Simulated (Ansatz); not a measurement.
Runs of Ansatz 0.2.0 on CdSe (Cadmoselite). It takes space group P6_3mc (No. 186, hexagonal). Conventional cell: a = 4.300 Å, b = 4.300 Å, c = 7.020 Å, α = 90.00°, β = 90.00°, γ = 120.00°. Around Cd (site symmetry 3m) lie 4 Se at 2.61 to 2.70 Å. Se (site symmetry 3m) has 4 Cd at 2.61 to 2.70 Å as nearest neighbours. 

```csv
task,level,cell,k mesh,points for each segment of the path,mesh quality,gap on the mesh (eV),pressure (GPa),largest force (eV/Å)
single point,PBE,"atoms moved at random, drawn with an rms of 0.05 Å",7 × 7 × 4,-,not flagged,0.67,3.1,0.52
relaxation of cell and atoms,B3LYP5,relaxed,4 × 4 × 2,-,coarse,1.62,0.0,-
band structure,B3LYP5,as given,4 × 4 × 2,4,coarse,(b),4.4,0.31
single point,PBE,as given,7 × 7 × 4,-,not flagged,0.70,(a),0.28
```

Alike in all rows: potentials or basis Ansatz PAW; no spin polarisation; cutoff (eV) 420; smearing fermi-dirac 0.05 eV.

Problem. Estimate the missing entries.

Solution. (a) 3.0; (b) 1.89.

Caveats: some runs use coarse meshes; odd divisions of the mesh miss points on the zone boundary, where band edges often lie, so the gap on the mesh can be too wide (some runs); the PAW data sets come from PBE, with cores solved anew for the run's functional, which leaves a small shift of forces and pressure (some runs); the plane-wave basis is chosen anew once the cell has moved, so the energies of steps on either side of that aren't comparable (some runs); the thresholds are loose for stress (some runs).

A k mesh can miss the band edges, and the runs leave out spin-orbit coupling on Cd, Se.
